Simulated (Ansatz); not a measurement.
Input of an Ansatz 0.2.0 run:

Contents of input.yaml:

```yaml
crystal:
  lattice:
    - [0.0, 3.018, 3.018]
    - [3.018, 0.0, 3.018]
    - [3.018, 3.018, 0.0]
  atoms:
    - { symbol: In, position: [0.0, 0.0, 0.0] }
    - { symbol: As, position: [0.75, 0.75, 0.75] }
kpoints:
  mp_grid: { grid: [6, 6, 6] }
  band_path:
    path:
      - [0.0, 0.0, 0.0]
      - [0.5, 0.0, 0.5]
      - [0.5, 0.25, 0.75]
      - [0.375, 0.375, 0.75]
      - [0.0, 0.0, 0.0]
      - [0.5, 0.5, 0.5]
      - [0.625, 0.25, 0.625]
      - [0.5, 0.25, 0.75]
    npoints: 6
scf:
  occupations: { method: fermi_dirac, width: 0.05 }
hamiltonian:
  xc: pbe
  pseudopotentials: { kind: all_electron, lapw: { basis_error: 0.001 } }
magnetization:
  noncollinear: true
  spin_orbit: true
output:
  forces: true
  stress: true
  eigenvalues: true
```

Potentials or basis: all-electron LAPW, relativistic spinors.

The run is started by

```sh
$ ansatz run input.yaml --threads 1 --pin off --max-ram 3072MiB --backend cpu --events-out ev --progress --plain --runs-dir out
```

Task: Predict the pressure.

Result: 4.3 GPa.

Task: What does it give for the band gap along the path?

Result: None (metal or under the smearing width).

Levels at the corners of the path, in eV from the Fermi level:
```tsv
point	band 40	band 41	band 42	band 43	band 44	band 45	band 46	band 47	band 48	band 49
Γ	-0.35	-0.28	-0.28	0.00	0.00	0.00	0.00	3.48	3.48	3.95
X	-5.97	-2.46	-2.46	-2.46	-2.46	1.43	1.43	1.96	1.96	9.03
W	-5.80	-3.14	-3.08	-3.04	-2.94	4.02	4.18	4.20	4.21	4.76
K	-5.81	-3.42	-3.41	-2.08	-2.08	2.00	2.00	4.14	4.20	7.09
Γ	-0.35	-0.28	-0.28	0.00	0.00	0.00	0.00	3.48	3.48	3.95
L	-5.90	-1.24	-1.24	-0.99	-0.99	0.85	0.85	4.48	4.48	4.66
U	-5.81	-3.42	-3.41	-2.08	-2.08	2.00	2.00	4.14	4.20	7.09
W	-5.80	-3.14	-3.08	-3.04	-2.94	4.02	4.18	4.20	4.21	4.76
```

Caveat: the k mesh is thin for a metal, which can move the energy by tens of meV per atom; this crystal is a semiconductor, whose small gap the functional closes, so the metal is an error of the method.

**Experimental background.**

A printed reference work, data compilation reports, for a bulk crystal of InAs at 4.2 K: band gap 0.418 eV (direct).

Measured gap of InAs: 0.418 eV (direct; 4.2 K; a printed reference work, data compilation). This calculation gives 0.00 eV (-0.42 eV). The value is that of PBE, without temperature or zero-point motion. Semilocal functionals fall short of measured gaps as a rule.
